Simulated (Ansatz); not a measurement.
# TeMo₂: from a trial structure to a relaxed crystal

All numbers below come from DFT PBE, scalar-relativistic, plane waves, PAW (Ansatz 0.2.0). Cutoff 420 eV, Γ-centred k mesh, Gaussian smearing, no spin polarisation in the final step.

The start puts TeMo₂ on the anatase structure type (I4_1/amd, No. 141), with Te in place of Ti, Mo in place of O, at a guessed volume.

```
Te Mo
1.0
    -2.34878    2.34878    5.90390
     2.34878   -2.34878    5.90390
     2.34878    2.34878   -5.90390
Te Mo
2 4
Direct
  0.00000 0.00000 0.00000
  0.75000 0.25000 0.50000
  0.20660 0.20660 0.00000
  0.95660 0.45660 0.50000
  0.54340 0.04340 0.50000
  0.79340 0.79340 0.00000
```

Steps on the 6×6×6 mesh (6 atoms). 12 of 19 steps are shown, and the free energy counts from the last. Trial steps that were taken back and renewals of the plane-wave basis can be among the rows.

```
step  ΔF (meV/atom) V (Å³/atom) P (GPa) largest force component (eV/Å)
   1         1782.5        21.71    31.60                           2.007
   3         1380.5        25.50     1.42                           0.071
   4         1375.7        25.73    -0.03                           0.059
   6         1362.4        25.09    -1.05                           0.187
   8         1238.6        23.27    -1.44                           1.185
   9         1094.8        22.11    -0.86                           1.966
  11          661.2        20.00     1.62                           2.735
  12          422.9        19.53     0.71                           2.100
  14           76.3        18.98     3.18                           1.435
  16           24.4        20.47    -4.24                           0.723
  17            0.9        19.93    -0.41                           0.075
  19            0.0        19.89     0.11                           0.004
```

A final relaxation ran on a 10×10×10 mesh. The relaxed crystal, I4_1/amd (No. 141):

```
Te Mo
1.0
    -2.60951    2.60951    4.38727
     2.60951   -2.60951    4.38727
     2.60951    2.60951   -4.38727
Te Mo
2 4
Direct
  0.00000 0.00000 0.00000
  0.75000 0.25000 0.50000
  0.36193 0.36193 0.00000
  0.11193 0.61193 0.50000
  0.38807 0.88807 0.50000
  0.63807 0.63807 0.00000
```

* Volume per atom: 19.92 Å³
* Density: 8.88 g/cm³
* Energy over the elements: 0.54 eV/atom
* Gap on the 10×10×10 mesh: 0 eV (a metal)

Energies over the elements count from the elements' standard structures at the same level, with no empirical corrections.

The final run used a 10×10×10 mesh on its 6-atom cell and 0.10 eV smearing. For metals, differences of a few meV/atom aren't resolved. Spin–orbit coupling is left out.

A structure relaxed within its symmetry needn't be a true minimum.

Cost: 3 runs of about 3.7 core-minutes in all, on Intel Xeon 6975P-C (Granite Rapids) (shared hosts).